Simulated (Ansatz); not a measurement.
# MgI₂: strain and displacement

```
Mg I
1.0
     4.15370    0.00000    0.00000
    -2.07685    3.59721    0.00000
     0.00000    0.00000    6.86200
Mg I
1 2
Direct
  0.00000 0.00000 0.00000
  0.33333 0.66667 0.75763
  0.66667 0.33333 0.24237
```

Atom numbers follow the list: Mg1, I2, I3.

Structure: COD 2013551, as refined from experiment and not relaxed.

Spin–orbit coupling is left out, though it moves levels of the heavy atoms by tenths of an eV or more.

These are results of Ansatz 0.2.0, DFT, PBEsol, PAW with Ansatz's default frozen-core files, scalar-relativistic, not measurements.

Settings: a Γ-centred 7×7×4 k mesh, Fermi–Dirac smearing of 0.03 eV, cutoff 420 eV, no spin polarisation; the PAW files were made with PBE, and the program remakes their frozen cores for this functional.

The unchanged cell is at -0.19 GPa.

x, y and z are the Cartesian axes of the cell as listed; fractional coordinates follow a strain, and an engineering shear is twice the off-diagonal strain component.

Vzz stands for the principal value of largest size of the field-gradient tensor, whatever its axis.

Spin–orbit coupling is left out, which moves gradients at and beside heavy atoms by some per cent and at worst by a factor of two.

(1) One change gave: energy change +2.2 meV/atom; stress change (xx, yy, zz, yz, xz, xy) 0.02, 0.10, 0.06, -0.32, -0.35, -0.34 GPa, compression positive; change of the force on I2 (0.058, 0.052, -0.010) eV/Å; Vzz in 10²¹ V/m²: Mg1 0.01 → 0.44 (η = 0.03), I2 -5.04 → -5.10 (η = 0.43); gap on the k mesh 3.48 → 3.43 eV. Which change was it?
A. equal xy, yz and zx engineering shear strains of +1 %
B. equal xy, yz and zx engineering shear strains of -2 %
C. equal xy, yz and zx engineering shear strains of -1 %
D. equal xy, yz and zx engineering shear strains of +2 %

Results:

(1) D. For equal xy, yz and zx engineering shear strains of -2 %: energy change +2.3 meV/atom; stress change (xx, yy, zz, yz, xz, xy) 0.11, 0.02, 0.06, 0.34, 0.39, 0.38 GPa, compression positive; change of the force on I2 (-0.064, -0.058, -0.011) eV/Å; Vzz in 10²¹ V/m²: Mg1 0.01 → -0.46 (η = 0.05), I2 -5.04 → -5.10 (η = 0.45); gap on the k mesh 3.48 → 3.44 eV. For equal xy, yz and zx engineering shear strains of -1 %: energy change +0.6 meV/atom; stress change (xx, yy, zz, yz, xz, xy) 0.04, -0.01, 0.02, 0.17, 0.19, 0.18 GPa, compression positive; change of the force on I2 (-0.031, -0.028, -0.003) eV/Å; Vzz in 10²¹ V/m²: Mg1 0.01 → -0.23 (η = 0.04), I2 -5.04 → -5.05 (η = 0.23); gap on the k mesh 3.48 → 3.46 eV. For equal xy, yz and zx engineering shear strains of +1 %: energy change +0.6 meV/atom; stress change (xx, yy, zz, yz, xz, xy) 0.00, 0.04, 0.02, -0.16, -0.18, -0.18 GPa, compression positive; change of the force on I2 (0.029, 0.027, -0.003) eV/Å; Vzz in 10²¹ V/m²: Mg1 0.01 → 0.23 (η = 0.06), I2 -5.04 → -5.05 (η = 0.22); gap on the k mesh 3.48 → 3.45 eV.
